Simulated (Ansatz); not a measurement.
Free-standing sheet of P (a trial structure of the honeycomb type), relaxed with PBE+D3(BJ):

```yaml
crystal:
  lattice:
    - [3.25406, 0.00000, 0.00000]
    - [-1.62703, 2.81809, 0.00000]
    - [0.00000, 0.00000, 28.00000]
  periodic: [true, true, false]
  atoms:
    - { symbol: P, position: [0.33333, 0.66667, 0.52224] }
    - { symbol: P, position: [0.66667, 0.33333, 0.47776] }
```

The calculation used Ansatz, DFT PBE+D3(BJ), scalar-relativistic, plane waves, PAW. Settings: cutoff 420 eV, Γ-centred mesh 9×9×1 on the computed 2-atom cell, Gaussian smearing of 0.02 eV; no spin polarisation. The sheet is isolated along c (Coulomb cut-off).

```
Band gap on the sampled k points                  : 1.97 eV
Least direct gap                                  : 2.16 eV
Ionisation potential from the Kohn-Sham band edge : 6.19 eV
Electron affinity from the Kohn-Sham band edge    : 4.22 eV
```

Question: What does r2SCAN give at the same atoms (9×9×1 mesh, 500 eV)?

Answer: Band gap on the sampled k points 2.27 eV; least direct gap 2.46 eV; ionisation potential from the Kohn-Sham band edge 6.43 eV; electron affinity from the Kohn-Sham band edge 4.16 eV.